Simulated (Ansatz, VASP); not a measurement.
## GaN: VASP beside Ansatz

POSCAR

```
GaN
1.0
    0.0000000000      2.1814839673      2.3186309995
    2.1814839673      0.0000000000      2.3186309995
    2.1814839673      2.1814839673      0.0000000000
Ga N
1 1
Direct
    0.0000000000      0.0000000000      0.0000000000
    0.2500000000      0.2500000000      0.2500000000
```

INCAR.step1

```
SYSTEM = GaN
  PREC = Accurate
  ENCUT = 520
  ISMEAR = 0
  SIGMA = 0.01
  LREAL = .FALSE.
  LASPH = .TRUE.
  NELM = 60
  NBANDS = 16
  GGA = PE
  ALGO = Normal
  EDIFF = 1E-4
  LWAVE = .TRUE.
  LCHARG = .FALSE.
```

INCAR.step2

```
SYSTEM = GaN
  PREC = Accurate
  ENCUT = 520
  EDIFF = 1E-6
  ISMEAR = 0
  SIGMA = 0.01
  LREAL = .FALSE.
  LASPH = .TRUE.
  NELM = 60
  ALGO = Normal
  ISIF = 2
  LWAVE = .FALSE.
  LCHARG = .TRUE.
  METAGGA = R2SCAN
  LMIXTAU = .TRUE.
  LELF = .TRUE.
  LVHAR = .TRUE.
  NBANDS = 16
  ISTART = 1
```

KPOINTS

```
Automatic mesh
0
G
  10 10 10
  0 0 0
```

Input for Ansatz:

```yaml
crystal:
  lattice:
    - [0.0, 2.1814839673, 2.3186309995]
    - [2.1814839673, 0.0, 2.3186309995]
    - [2.1814839673, 2.1814839673, 0.0]
  atoms:
    - { symbol: Ga, position: [0.0, 0.0, 0.0] }
    - { symbol: "N", position: [0.25, 0.25, 0.25] }
kpoints:
  mp_grid: { grid: [10, 10, 10] }
  band_path:
    path:
      - [0.0, 0.0, 0.0]
      - [-0.5, -0.5, 0.0]
      - [-0.375, -0.375, 0.25]
      - [-0.375, 0.0, 0.375]
      - [0.0, 0.0, 0.5]
      - [-0.5, -0.25, 0.25]
    npoints: 1
hamiltonian:
  xc: r2scan
scf:
  occupations: { method: fixed }
  n_extra_bands: 4
output:
  forces: true
  stress: true
  eigenvalues: true
```

Change from the starting cell: epitaxial_xy strain -3.0%.

Alike in both runs: task single point; functional r2SCAN; k mesh 10 × 10 × 10; no spin polarisation.

```csv
,VASP,Ansatz
version,VASP 6.6.1,Ansatz 0.2.0
potentials or method,"VASP PAW PBE potentials, release 64 (Ga_d, N)","plane waves, PAW"
plane-wave cutoff (eV),520,500
occupations,"gaussian, width 0.01 eV",fixed
valence electrons in the cell,18,18
```

Ansatz gave:

```
gap on the k mesh at the Fermi level (eV)       : 2.25
pressure (GPa)                                  : 6.1
largest component of the traceless stress (GPa) : 6.10
```

Q: What did VASP give for the same quantities?

A: gap on the k mesh at the Fermi level (eV): 2.24; pressure (GPa): 7.3; largest component of the traceless stress (GPa): 5.96.

Caveats: the PAW data sets were made with another functional, which shifts forces and pressure a little (VASP).
